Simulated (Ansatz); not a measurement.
# Ga3S2: from a guess to a relaxed structure

Aim: relax a trial structure of Ga3S2 and see where it ends.

Method: DFT PBE, scalar-relativistic, plane waves, PAW, in Ansatz 0.2.0.

### Step 1. The structure to begin with

Symmetry: P-6m2, No. 187, hexagonal system. The conventional cell has a = 4.438 Å, b = 4.438 Å, c = 5.504 Å, α = 90.00°, β = 90.00°, γ = 120.00°. Around Ga (site symmetry 3m) lie 5 Ga at 2.67 to 2.93 Å and 6 S at 2.89 to 2.93 Å. Ga (site symmetry -6m2) has 5 S at 2.56 to 2.75 Å and 6 Ga at 2.93 Å in its first shell of neighbours. S (site symmetry -6m2) has 8 Ga at 2.75 to 2.89 Å in its first shell of neighbours. S (site symmetry -6m2) is surrounded by 9 Ga at 2.56 to 2.93 Å.

Structure file:

```cif
data_structure
_symmetry_space_group_name_H-M 'P 1'
_symmetry_Int_Tables_number 1
_cell_length_a 4.4376
_cell_length_b 4.4376
_cell_length_c 5.5041
_cell_angle_alpha 90.000
_cell_angle_beta 90.000
_cell_angle_gamma 120.000
_cell_volume 93.87
loop_
_atom_site_label
_atom_site_type_symbol
_atom_site_fract_x
_atom_site_fract_y
_atom_site_fract_z
_atom_site_occupancy
Ga1 Ga 0.66667 0.33333 0.24227 1
Ga2 Ga 0.66667 0.33333 0.75773 1
Ga3 Ga 0.00000 0.00000 0.50000 1
S1 S 0.00000 0.00000 0.00000 1
S2 S 0.33333 0.66667 0.50000 1
```

The cell is invented: species swapped into a database cell of Co3Ge2 (P-6m2, No. 187), with Ga on the Co sites and S on the Ge sites. Its size is a rough estimate.

### Step 2. Probe: one point on a coarse mesh

input.yaml reads:

```yaml
crystal:
  lattice:
    - [4.43759045, 0.0, 0.0]
    - [-2.21879522, 3.84306606, 0.0]
    - [0.0, 0.0, 5.50413946]
  atoms:
    - { symbol: Ga, position: [0.66666667, 0.33333333, 0.24226978] }
    - { symbol: Ga, position: [0.66666667, 0.33333333, 0.75773022] }
    - { symbol: Ga, position: [0.0, 0.0, 0.5] }
    - { symbol: S, position: [0.0, 0.0, 0.0] }
    - { symbol: S, position: [0.33333333, 0.66666667, 0.5] }
basis:
  ecutwfc: 420
kpoints:
  mp_grid: { grid: [6, 6, 4] }
hamiltonian:
  xc: pbe
scf:
  occupations: { method: gaussian, width: 0.1 }
  lower_state_search: "off"
output:
  forces: true
  stress: true
  eigenvalues: true
```

Run with:

```
> ansatz run input.yaml --threads 1 --pin off --max-ram 2560MiB --backend cpu --events-out ev --progress --plain --runs-dir out
```

Output, cut to the lines that bear on the results:

```text
[...]
SCF converged after 9 iterations
Free energy (F): -13153.182440 eV
[...]
E sigma→0 (E₀):  -13153.174848 eV
Entropy (-TS):   -0.015184 eV (-3.037 meV/atom)
Fermi energy:    8.666697 eV
[...]
--- Forces (eV/Å), atoms counted from 1 ---
  atom   1  Ga     0.00000000     0.00000000    -0.72406504
  atom   2  Ga     0.00000000     0.00000000     0.72406504
  atom   3  Ga    -0.00000000     0.00000000     0.00000000
  atom   4  S      0.00000000    -0.00000000     0.00000000
  atom   5  S      0.00000000     0.00000000     0.00000000
[...]
--- Stress (GPa, compression-positive) ---
        4.792719      -0.000000       0.000000
       -0.000000       4.792719       0.000000
        0.000000       0.000000       6.420608
  P = ⅓ Tr σ = 5.3353 GPa (53.353 kbar)
--- Band table (eV; the first three rows and the last of 21) ---
[...]
```

Wall time 17 s (1 thread of AMD EPYC (Zen 3), shared host); peak memory 0.35 GiB.

The probe gives pressure 5.3 GPa, largest force 0.72 eV/Å, gap on this mesh none (metal). A guess like this is first relaxed loosely on the coarse mesh.

### Step 3. A loose first relaxation

Changes to input.yaml since step 2:

```diff
@@ -24 +24,6 @@
   eigenvalues: true
+relax:
+  adjacent_minimum: "off"
+  f_tol: 0.04
+  max_steps: 70
+  cell: { stress_tol: 0.4 }
```

Run with:

```
> ansatz run input.yaml --threads 1 --pin off --max-ram 2560MiB --backend cpu --events-out ev --progress --plain --runs-dir out
```

Output:

```text
Warning: RAYON_NUM_THREADS=1 ignored (pool sized by the plan → 1); use --threads N
Engine: ansatz 0.2.0, x86_64-unknown-linux-gnu
Pseudopotentials: kind: paw
Pseudopotential: Ga, paw, valence charge 13, recommended cutoff 420 eV (normal), Ga.paw.azcp
Pseudopotential: S, paw, valence charge 6, recommended cutoff 420 eV (normal), S.paw.azcp
Functional definition: PBE
  parameter kappa = 0.804
  parameter beta = 0.06672455060314922
  exchange = pbe_x(kappa = kappa, mu = beta*pi^2/3)
  correlation = pbe_c(beta = beta)
Crystal: 5 atoms, lattice volume = 93.867 Å³
Basis set: ecut = 420 eV, 1849 PW (Γ), exchange–correlation on 60×60×80 points (8 copies of the dense FFT grid, shifted against one another)
Bands: 31, of which v1, the nominal top of the filled ones, is band 26 counted from 1 (25 counted from 0)
Symmetry: 12 space group operations
Space group: P-6m2 (ITA 187), of the structure as read, at distance tolerance 4.5e-5 Å
k-points: 21 of 144 (time reversal used)
Non-local potential: Ga, projectors of the file, l = 0: 2, l = 1: 2, l = 2: 3, l = 3: 1
Non-local potential: S, projectors of the file, l = 0: 2, l = 1: 2, l = 2: 2
PAW form: soft (Blöchl's): semilocal exchange-correlation on the pseudo side does not see the compensation charge
PAW one-centre angular grid: Ga, 590 points (default); XC on 64 Gauss nodes
PAW one-centre angular grid: S, 110 points (default); XC on 64 Gauss nodes
Initial density: superposition of atomic densities (neutral atoms: chi_scale 0, normalization atom), corrected by the library's trained network
Initial wavefunctions: pseudopotential atomic-orbital guess
Functional: x = pbe(κ = 0.804, μ = 0.2195149727645171), c = pbe(β = 0.06672455060314922)
SCF iter   1: F=—  HF=-13153.196185 eV  |F-HF|=—  |Δ(HF+E_count)|=         —  Δρ=4.89e-3  dr2=5.82e-2  ethr=1.77e-3  ⟨swp⟩=6.0  Hψ=2687  notcnv=0
preconditioner: auto → LDOS  [insulator: Δε(μ)=0.276 eV  Ē_g=13.897 eV  σ=0.100 eV  W_gap=0.73  n_scr=22 (ndim 8)  ℏωp=27.4 eV  f_vac=0.028  D(μ)=3.14/eV (n_scr^D=22)  ε∞_Penn≈4.9  β→1.0]
SCF iter   2: F=—  HF=-13153.185648 eV  |F-HF|=—  |Δ(HF+E_count)|=   1.05e-2  Δρ=2.41e-3  dr2=8.97e-3  ethr=1.14e-4  ⟨swp⟩=2.3  Hψ=1372  notcnv=0  defer=1
SCF iter   3: F=—  HF=-13153.185559 eV  |F-HF|=—  |Δ(HF+E_count)|=   8.89e-5  Δρ=2.35e-3  dr2=5.08e-3  ethr=1.76e-5  ⟨swp⟩=2.0  Hψ=1190  notcnv=0  defer=1
SCF iter   4: F=—  HF=-13153.182535 eV  |F-HF|=—  |Δ(HF+E_count)|=   3.02e-3  Δρ=5.40e-4  dr2=5.86e-4  ethr=9.96e-6  ⟨swp⟩=2.0  Hψ=1162  notcnv=0  defer=1
SCF iter   5: F=—  HF=-13153.182398 eV  |F-HF|=—  |Δ(HF+E_count)|=   1.36e-4  Δρ=2.07e-4  dr2=5.98e-5  ethr=1.15e-6  ⟨swp⟩=2.0  Hψ=1167  notcnv=0  defer=1
SCF iter   6: F=—  HF=-13153.182440 eV  |F-HF|=—  |Δ(HF+E_count)|=   4.19e-5  Δρ=6.36e-5  dr2=3.92e-6  ethr=1.17e-7  ⟨swp⟩=2.0  Hψ=1164  notcnv=0  defer=1
SCF iter   7: F=—  HF=-13153.182440 eV  |F-HF|=—  |Δ(HF+E_count)|=   2.84e-8  Δρ=1.68e-5  dr2=2.77e-7  ethr=7.68e-9  ⟨swp⟩=3.0  Hψ=1103  notcnv=0  defer=1
SCF iter   8: F=—  HF=-13153.182440 eV  |F-HF|=—  |Δ(HF+E_count)|=   4.84e-9  Δρ=1.04e-5  dr2=1.44e-7  ethr=1.96e-10  ⟨swp⟩=8.1  Hψ=3036  notcnv=0
SCF iter   9: F=-13153.182440 eV  HF=-13153.182440 eV  |F-HF|=1.49e-8  |Δ(HF+E_count)|=   7.81e-8  Δρ=3.91e-6  dr2=2.23e-8  ethr=1.96e-10  ⟨swp⟩=4.1  Hψ=2355  notcnv=0
SCF 1 converged in 9 iterations: F = -13153.182440 eV  dr2 = 2.23e-8
relax step   1: F+E_penalty+E_count = -13153.18244017 eV  Δ(F+E_penalty+E_count) = +0.000e0 eV  max|allowed force component| = 7.241e-1 eV/Å  Δτ_max = 0.0000 Å  P = +5.335 GPa  Ω = 93.867 Å³  (9 SCF iters, dr2 threshold 1.00e-7 eV, accepted)
Crystal: 5 atoms, lattice volume = 103.138 Å³
Basis set: ecut = 420 eV, 2029 PW (Γ), exchange–correlation on 60×60×80 points (8 copies of the dense FFT grid, shifted against one another)
Initial density: handed on by an earlier stage of this run
Initial wavefunctions: those handed on with the density
iter 1 solved again at ethr=1.54e-4 eV; its pass at ethr=3.10e-3 eV (dr2=7.87e-2 eV) is discarded
SCF iter   1: F=—  HF=-13153.424203 eV  |F-HF|=—  |Δ(HF+E_count)|=         —  Δρ=5.61e-3  dr2=7.82e-2  ethr=1.54e-4  ⟨swp⟩=1.0  Hψ=3909  notcnv=0
preconditioner: auto → LDOS  [metal: Δε(μ)=0.015 eV  Ē_g=13.615 eV  σ=0.100 eV  W_gap=0.08  n_scr=22 (ndim 8)  ℏωp=26.1 eV  f_vac=0.035  D(μ)=4.07/eV (n_scr^D=22)  β→1.0]
SCF iter   2: F=—  HF=-13153.411635 eV  |F-HF|=—  |Δ(HF+E_count)|=   1.26e-2  Δρ=3.43e-3  dr2=1.65e-2  ethr=1.53e-4  ⟨swp⟩=2.8  Hψ=1229  notcnv=0
SCF iter   3: F=—  HF=-13153.408475 eV  |F-HF|=—  |Δ(HF+E_count)|=   3.16e-3  Δρ=8.57e-4  dr2=1.84e-3  ethr=3.23e-5  ⟨swp⟩=2.0  Hψ=1156  notcnv=0
SCF iter   4: F=—  HF=-13153.408206 eV  |F-HF|=—  |Δ(HF+E_count)|=   2.70e-4  Δρ=3.30e-4  dr2=2.22e-4  ethr=3.60e-6  ⟨swp⟩=2.0  Hψ=1040  notcnv=0
SCF iter   5: F=—  HF=-13153.408261 eV  |F-HF|=—  |Δ(HF+E_count)|=   5.54e-5  Δρ=1.80e-4  dr2=2.88e-5  ethr=4.35e-7  ⟨swp⟩=2.0  Hψ=1182  notcnv=0
SCF iter   6: F=—  HF=-13153.408254 eV  |F-HF|=—  |Δ(HF+E_count)|=   7.12e-6  Δρ=6.37e-5  dr2=7.74e-6  ethr=5.64e-8  ⟨swp⟩=2.0  Hψ=1036  notcnv=0
SCF iter   7: F=—  HF=-13153.408253 eV  |F-HF|=—  |Δ(HF+E_count)|=   1.34e-6  Δρ=3.03e-5  dr2=6.71e-7  ethr=1.52e-8  ⟨swp⟩=2.0  Hψ=1187  notcnv=0
SCF iter   8: F=-13153.408252 eV  HF=-13153.408252 eV  |F-HF|=1.06e-7  |Δ(HF+E_count)|=   3.29e-7  Δρ=8.56e-6  dr2=8.88e-8  ethr=9.80e-10  ⟨swp⟩=6.2  Hψ=2980  notcnv=0
SCF 2 converged in 8 iterations: F = -13153.408252 eV  dr2 = 8.88e-8
relax step   2: F+E_penalty+E_count = -13153.40825217 eV  Δ(F+E_penalty+E_count) = -2.258e-1 eV  max|allowed force component| = 2.259e-2 eV/Å  Δτ_max = 0.0921 Å  P = +0.303 GPa  Ω = 103.138 Å³  energy of the carried Pulay correction = -1.837e-3 eV  (8 SCF iters, dr2 threshold 5.00e-7 eV, accepted)
Crystal: 5 atoms, lattice volume = 104.174 Å³
Basis set: ecut = 420 eV, 2017 PW (Γ), exchange–correlation on 60×60×80 points (8 copies of the dense FFT grid, shifted against one another)
iter 1 solved again at ethr=3.70e-6 eV; its pass at ethr=3.10e-3 eV (dr2=1.89e-3 eV) is discarded
SCF iter   1: F=—  HF=-13153.439172 eV  |F-HF|=—  |Δ(HF+E_count)|=         —  Δρ=1.43e-3  dr2=1.90e-3  ethr=3.70e-6  ⟨swp⟩=2.0  Hψ=3928  notcnv=0
preconditioner: auto → LDOS  [metal: Δε(μ)=0.047 eV  Ē_g=13.598 eV  σ=0.100 eV  W_gap=0.26  n_scr=22 (ndim 8)  ℏωp=26.0 eV  f_vac=0.032  D(μ)=3.62/eV (n_scr^D=22)  β→1.0]
SCF iter   2: F=—  HF=-13153.438755 eV  |F-HF|=—  |Δ(HF+E_count)|=   4.17e-4  Δρ=4.17e-4  dr2=1.12e-4  ethr=3.70e-6  ⟨swp⟩=2.0  Hψ=1063  notcnv=0
SCF iter   3: F=—  HF=-13153.438949 eV  |F-HF|=—  |Δ(HF+E_count)|=   1.94e-4  Δρ=3.15e-4  dr2=7.06e-5  ethr=2.20e-7  ⟨swp⟩=2.8  Hψ=1233  notcnv=0
SCF iter   4: F=—  HF=-13153.438887 eV  |F-HF|=—  |Δ(HF+E_count)|=   6.13e-5  Δρ=8.74e-5  dr2=8.77e-6  ethr=1.38e-7  ⟨swp⟩=2.6  Hψ=1215  notcnv=0
SCF iter   5: F=—  HF=-13153.438884 eV  |F-HF|=—  |Δ(HF+E_count)|=   3.12e-6  Δρ=2.24e-5  dr2=9.95e-7  ethr=1.72e-8  ⟨swp⟩=2.0  Hψ=1080  notcnv=0
SCF iter   6: F=-13153.438884 eV  HF=-13153.438884 eV  |F-HF|=1.23e-7  |Δ(HF+E_count)|=   2.20e-7  Δρ=7.47e-6  dr2=1.35e-7  ethr=9.80e-10  ⟨swp⟩=6.4  Hψ=2953  notcnv=0
SCF 3 converged in 6 iterations: F = -13153.438884 eV  dr2 = 1.35e-7
relax step   3: F+E_penalty+E_count = -13153.43888383 eV  Δ(F+E_penalty+E_count) = -3.063e-2 eV  max|allowed force component| = 6.261e-2 eV/Å  Δτ_max = 0.0178 Å  P = +0.186 GPa  Ω = 104.174 Å³  energy of the carried Pulay correction = -2.031e-3 eV  (6 SCF iters, dr2 threshold 5.00e-7 eV, accepted)
[... from here on, the SCF cycles and remarks between the steps are left out ...]
relax step   4: F+E_penalty+E_count = -13153.49468489 eV  Δ(F+E_penalty+E_count) = -5.580e-2 eV  max|allowed force component| = 5.315e-2 eV/Å  Δτ_max = 0.0269 Å  P = -0.082 GPa  Ω = 106.122 Å³  energy of the carried Pulay correction = -2.392e-3 eV  (6 SCF iters, dr2 threshold 5.00e-7 eV, accepted)
relax step   5: F+E_penalty+E_count = -13153.51490307 eV  Δ(F+E_penalty+E_count) = -2.022e-2 eV  max|allowed force component| = 3.389e-2 eV/Å  Δτ_max = 0.0225 Å  P = -0.118 GPa  Ω = 107.143 Å³  energy of the carried Pulay correction = -2.578e-3 eV  (6 SCF iters, dr2 threshold 5.00e-7 eV, accepted)
relax step   6: F+E_penalty+E_count = -13153.53228364 eV  Δ(F+E_penalty+E_count) = -1.738e-2 eV  max|allowed force component| = 3.212e-2 eV/Å  Δτ_max = 0.0000 Å  P = +0.174 GPa  Ω = 107.143 Å³  stress off target by 7.53e-1 GPa  SCF on the basis re-selected at this cell (its energy is not comparable with the rows above)  (7 SCF iters)
relax step   7: F+E_penalty+E_count = -13153.54121466 eV  Δ(F+E_penalty+E_count) = -8.931e-3 eV  max|allowed force component| = 1.410e-2 eV/Å  Δτ_max = 0.0114 Å  P = +0.311 GPa  Ω = 107.836 Å³  energy of the carried Pulay correction = -9.517e-5 eV  (5 SCF iters, dr2 threshold 5.00e-7 eV, accepted)
relax step   8: F+E_penalty+E_count = -13153.54418126 eV  Δ(F+E_penalty+E_count) = -2.967e-3 eV  max|allowed force component| = 8.350e-3 eV/Å  Δτ_max = 0.0092 Å  P = +0.187 GPa  Ω = 109.038 Å³  energy of the carried Pulay correction = -2.908e-4 eV  (5 SCF iters, dr2 threshold 5.00e-7 eV, accepted)
relax step   9: F+E_penalty+E_count = -13153.54332271 eV  Δ(F+E_penalty+E_count) = +8.585e-4 eV  max|allowed force component| = 7.882e-2 eV/Å  Δτ_max = 0.0198 Å  P = -0.059 GPa  Ω = 110.358 Å³  energy of the carried Pulay correction = -5.327e-4 eV  (7 SCF iters, rejected (line search))
relax step  10: F+E_penalty+E_count = -13153.54423514 eV  Δ(F+E_penalty+E_count) = -5.388e-5 eV  max|allowed force component| = 2.710e-2 eV/Å  Δτ_max = 0.0011 Å  P = -0.141 GPa  Ω = 110.014 Å³  energy of the carried Pulay correction = -4.702e-4 eV  (7 SCF iters, accepted)
Basis set: ecut = 420 eV, 2189 PW (Γ), exchange–correlation on 60×60×96 points (8 copies of the dense FFT grid, shifted against one another)
iter 1 solved again at ethr=1.69e-7 eV; its pass at ethr=3.10e-3 eV (dr2=8.64e-5 eV) is discarded
SCF iter   1: F=—  HF=-13153.539095 eV  |F-HF|=—  |Δ(HF+E_count)|=         —  Δρ=6.19e-4  dr2=1.01e-5  ethr=1.69e-7  ⟨swp⟩=2.7  Hψ=4067  notcnv=0
preconditioner: auto → LDOS  [insulator: Δε(μ)=0.124 eV  Ē_g=13.495 eV  σ=0.100 eV  W_gap=0.55  n_scr=22 (ndim 8)  ℏωp=25.3 eV  f_vac=0.029  D(μ)=1.07/eV (n_scr^D=2)  ε∞_Penn≈4.5  β→1.0]
SCF iter   2: F=—  HF=-13153.544640 eV  |F-HF|=—  |Δ(HF+E_count)|=   5.54e-3  Δρ=3.49e-5  dr2=2.23e-6  ethr=1.99e-8  ⟨swp⟩=3.3  Hψ=1275  notcnv=0
SCF iter   3: F=—  HF=-13153.544638 eV  |F-HF|=—  |Δ(HF+E_count)|=   1.98e-6  Δρ=1.71e-5  dr2=4.26e-7  ethr=4.37e-9  ⟨swp⟩=2.0  Hψ=1187  notcnv=0
SCF iter   4: F=—  HF=-13153.544639 eV  |F-HF|=—  |Δ(HF+E_count)|=   4.53e-7  Δρ=5.50e-6  dr2=1.83e-8  ethr=8.36e-10  ⟨swp⟩=2.0  Hψ=1187  notcnv=0
SCF iter   5: F=—  HF=-13153.544639 eV  |F-HF|=—  |Δ(HF+E_count)|=   2.16e-9  Δρ=1.39e-6  dr2=3.59e-9  ethr=6.27e-12  ⟨swp⟩=4.9  Hψ=2412  notcnv=0
SCF iter   6: F=-13153.544639 eV  HF=-13153.544639 eV  |F-HF|=5.09e-11  |Δ(HF+E_count)|=  7.82e-11  Δρ=4.33e-7  dr2=3.34e-10  ethr=6.27e-12  ⟨swp⟩=4.0  Hψ=2069  notcnv=0
SCF 11 converged in 6 iterations: F = -13153.544639 eV  dr2 = 3.34e-10
relax step  11: F+E_penalty+E_count = -13153.54463872 eV  Δ(F+E_penalty+E_count) = -4.036e-4 eV  max|allowed force component| = 2.701e-2 eV/Å  Δτ_max = 0.0000 Å  P = -0.147 GPa  Ω = 110.014 Å³  stress off target by 1.76e-1 GPa  SCF on the basis re-selected at this cell (its energy is not comparable with the rows above)  (6 SCF iters)
basis re-selected at this cell: Δ(F+E_penalty+E_count) = -4.036e-4 eV, ΔP = -0.006 GPa vs the last step (what re-selecting the basis moved, of the pressure what is left beyond the Pulay correction that the steps carried, after the strain that the cell walked since its last selection, with what the two solves' SCF thresholds leave and, on support functions, any second-order correction that the steps lacked; it is no measure of the basis error at this ecutwfc). The dense FFT grid was sized anew with the basis: this SCF ran on 30×30×48 points, the steps before it on 30×30×45, so part of this shift can come from that change (see relax.cell in the input reference). This SCF's stress stands 1.76e-1 GPa from its target on what of the cell is left free (relax.cell.stress_tol is 4.00e-1 GPa) and its largest allowed force component is 2.70e-2 eV/Å (relax.f_tol is 4.00e-2 eV/Å): within both
SCF converged after 6 iterations
Free energy (F): -13153.544639 eV
Harris-Foulkes:  -13153.544639 eV  (|F-HF|=5.09e-11)
Internal energy: -13153.539256 eV  (E = F + TS)
E sigma→0 (E₀):  -13153.541947 eV
Entropy (-TS):   -0.005382 eV (-1.076 meV/atom)
Fermi energy:    6.836650 eV
--- Per-component energies (eV) ---
  E_band       = -211.223902
  E_kinetic    = 550.463559
  E_local      = -6485.652670  (includes V_loc(G=0)·N_el)
  E_nonlocal   = 1322.530340
  E_hartree    = 2983.425121
  E_xc         = -400.364551
  E_vxc        = -345.932012  (∫ρ·V_xc dr)
  E_paw        = -7152.714989  (= ΣΔE_a)
  E_vpaw       = -1219.483764  (= ΣTr[D̂ρ^β])
  E_aug_tail   = -0.000352  (compensation charges beyond the density's cutoff)
  E_ewald      = -3971.225713
  E_smearing   = -0.005382  (= −TS)
  E_closure    = -0.000000  (closes the sum)
  Σ components = -13153.544639   (vs F -13153.544639, Δ=0.00e0)
--- Forces (eV/Å), atoms counted from 1 ---
  atom   1  Ga     0.00000000     0.00000000    -0.02701410
  atom   2  Ga     0.00000000     0.00000000     0.02701410
  atom   3  Ga     0.00000000     0.00000000     0.00000000
  atom   4  S     -0.00000000    -0.00000000    -0.00000000
  atom   5  S      0.00000000    -0.00000000    -0.00000000
  max |Σ_I F_I| component: 1.85e-17 eV/Å
--- Stress (GPa, compression-positive) ---
       -0.175769       0.000000      -0.000000
        0.000000      -0.175769       0.000000
       -0.000000       0.000000      -0.089716
  P = ⅓ Tr σ = -0.1471 GPa (-1.471 kbar)
--- Band table (eV; the first three rows and the last of 21) ---
  k-point 0: bands = ["-8.4829", "-8.3381", "-8.3381", "-8.3288", "-8.3288", "-7.9332", "-7.8675", "-7.8675", "-7.8388", "-7.8388", "-7.8198", "-7.8198", "-7.7923", "-7.7923", "-7.7619", "-7.0069", "-5.7158", "0.2399", "1.8499", "3.3034", "3.3034", "3.9418", "4.5819", "4.5819", "4.8271", "7.6100", "8.2641", "8.2641", "8.9934", "10.6843", "10.6843"]
  k-point 1: bands = ["-8.4822", "-8.3378", "-8.3378", "-8.3290", "-8.3290", "-7.9288", "-7.8670", "-7.8670", "-7.8359", "-7.8359", "-7.8217", "-7.8217", "-7.7940", "-7.7940", "-7.7662", "-6.9600", "-5.8025", "0.4884", "1.6210", "3.3081", "3.3081", "4.1351", "4.6039", "4.6039", "4.8345", "7.1156", "8.1663", "8.1663", "8.8459", "10.0609", "10.0609"]
  k-point 2: bands = ["-8.4816", "-8.3374", "-8.3374", "-8.3293", "-8.3293", "-7.9243", "-7.8666", "-7.8666", "-7.8307", "-7.8307", "-7.8259", "-7.8259", "-7.7956", "-7.7956", "-7.7707", "-6.9061", "-5.8950", "0.9782", "1.1530", "3.3129", "3.3129", "4.5392", "4.6266", "4.6266", "4.6337", "6.7353", "8.0712", "8.0712", "8.5117", "9.7695", "9.7695"]
  k-point 20: bands = ["-8.4464", "-8.3546", "-8.3366", "-8.3280", "-8.3097", "-7.9193", "-7.9163", "-7.8682", "-7.8414", "-7.8295", "-7.8283", "-7.8240", "-7.8135", "-7.8084", "-7.7644", "-6.1216", "-5.2454", "-0.7079", "0.1304", "0.2902", "2.5680", "4.3023", "4.6152", "4.9881", "6.2741", "6.6783", "7.9762", "8.0863", "9.3365", "10.7208", "11.4491"]
--- Relaxed structure (9 steps of the walk, 8 accepted, 2 SCFs on fresh bases) ---
  F+E_penalty+E_count = -13153.54463872 eV   max|allowed force component| = 2.701e-2 eV/Å   (the final SCF, on the basis selected at the relaxed cell)
  cell:  # Å, volume = 110.0142 Å³
    - [4.336225800673531, -2.8208114493996157e-9, 0.0]
    - [-2.1681128978938715, 3.755281701339201, 0.0]
    - [0.0, 0.0, 6.756071851270793]
  atoms:
    - { symbol: Ga, position: [0.6666666666666667, 0.3333333333333335, 0.20939941692860708] }
    - { symbol: Ga, position: [0.6666666666666667, 0.3333333333333335, 0.790600583071393] }
    - { symbol: Ga, position: [-4.218847481995066e-17, 3.7007434223103615e-17, 0.5] }
    - { symbol: S, position: [-4.218847481995067e-17, 3.70074342231036e-17, 0.0] }
    - { symbol: S, position: [0.3333333333333334, 0.666666666666667, 0.5] }
```

Run time: 3 min. Hardware: 1 thread of AMD EPYC (Zen 3), shared host; peak memory 0.39 GiB.

Relaxation path:

| step | energy from step 1 (eV/cell) | largest force component (eV/Å) | pressure (GPa) | volume (Å³) |
| --- | --- | --- | --- | --- |
| 1 | 0.0000 | 0.7241 | 5.34 | 93.87 |
| 2 | -0.2258 | 0.0226 | 0.30 | 103.14 |
| 3 | -0.2564 | 0.0626 | 0.19 | 104.17 |
| 4 | -0.3122 | 0.0531 | -0.08 | 106.12 |
| 5 | -0.3325 | 0.0339 | -0.12 | 107.14 |
| 6 | -0.3498 | 0.0321 | 0.17 | 107.14 |
| 7 | -0.3588 | 0.0141 | 0.31 | 107.84 |
| 8 | -0.3617 | 0.0083 | 0.19 | 109.04 |
| 9 | -0.3609 | 0.0788 | -0.06 | 110.36 |
| 10 | -0.3618 | 0.0271 | -0.14 | 110.01 |
| 11 | -0.3622 | 0.0270 | -0.15 | 110.01 |

Step 1 is the start. Steps 6, 11 each repeat the geometry before them on a plane-wave basis chosen anew, so the energy can jump there without any move. Step 9 was tried and not accepted.

|  | before | after | change |
| --- | --- | --- | --- |
| a (Å) | 4.438 | 4.336 | -2.3 % |
| b (Å) | 4.438 | 4.336 | -2.3 % |
| c (Å) | 5.504 | 6.756 | +22.7 % |
| volume (Å³/atom) | 18.77 | 22.00 | +17.2 % |
| shortest distance (Å) | 2.562 | 2.504 | -2.3 % |
| space group (0.01 Å) | P-6m2 | P-6m2 | same |

Forces and stress were held to the start's 12 operations: a distortion of lower symmetry was not tested.

[end of part 1 of 2]
